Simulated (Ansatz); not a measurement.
## Mg: the change of pressure with volume scale

Periodic Kohn-Sham DFT of a crystal at fixed atoms, scaled to volume_scale times the given cell; pressure positive in compression, energy less spherical unpolarised free atoms, largest_vzz the field gradient of largest size among the nuclei. The results are calculated, by Ansatz 0.2.0.

The cell before it is scaled or strained (space group P6_3/mmc, No. 194):
```
Mg
1.0
      3.2093     0.0000     0.0000
     -1.6046     2.7793     0.0000
      0.0000     0.0000     5.2103
Mg
2
Direct
  0.33333 0.66667 0.25000
  0.66667 0.33333 0.75000
```

Settings of every row: method all-electron PAW; functional PBE; relativity scalar; k mesh 12x12x7; filling fermi-dirac; smearing width 0.08 eV; nucleus gaussian.

Atom start moment: 0 on all atoms.

Limits: no gap: field gradients move with the k mesh.

| row | volume scale | V (Å³/atom) | pressure (GPa) | largest V_zz (1e21 V/m^2) |
| --- | --- | --- | --- | --- |
| 1 | 0.94 | 21.843 | 1.926 | 0.116 |
| 2 | 0.9405 | 21.854 | 1.903 | 0.116 |
| 3 | 0.96 | 22.307 | 1.045 | 0.114 |
| 4 | 0.98 | 22.772 | 0.249 | 0.113 |
| 5 | 0.99 | 23.005 | -0.119 | 0.113 |
| 6 | 1 | 23.237 | -0.469 | 0.112 |
| 7 | 1.01 | 23.469 | ? | ? |
| 8 | 1.02 | 23.702 | -1.118 | 0.111 |
| 9 | 1.04 | 24.166 | -1.703 | 0.11 |
| 10 | 1.06 | 24.631 | -2.231 | 0.108 |

Question: what pressure should row 7 give?

Worked fit of pressure. Take u = (V_r/V)^(2/3) − 1 with V_r = 23.005 Å³ an atom, which is twice the finite (Eulerian) strain; such expansions in the strain, on which the Birch-Murnaghan equation of state is built, carry the rest volume and the bulk modulus. The shown rows have u = 0.03516, 0.03481, 0.02075, 0.00681, 0, -0.00667, -0.0197, -0.03229, -0.04451. Least squares give pressure = −0.1198 + 53.304 × u + 135.46 × u² + 83 × u³ GPa; a parabola predicts inner rows, each left out in turn, worse (root mean square 0.0014 against 0.00071 GPa). The rows lie off it by 0.001, 0.000, 0.000, -0.001, 0.001, 0.000, 0.000, 0.000, 0.000. The pressure vanishes at u = 0.0022, or V = 22.93 Å³ an atom, and there the bulk modulus at fixed shape and fractions is B = −V dP/dV = (2/3)(1 + u) dP/du = 36 GPa. Letting shape and atoms relax would as a rule lower it, by much in layered, chain or molecular crystals. The withheld row has u = -0.01322, so the fit gives −0.1198 + 53.304 × (-0.01322) + 135.46 × (-0.01322)² + 83 × (-0.01322)³ = -0.801 GPa.

The calculation gave -0.802 GPa. The fit lies 0.001 GPa (0.024 % of the column's range) above it, one unit of the last digit.

The other values of row 7: largest V_zz 0.112 1e21 V/m^2.
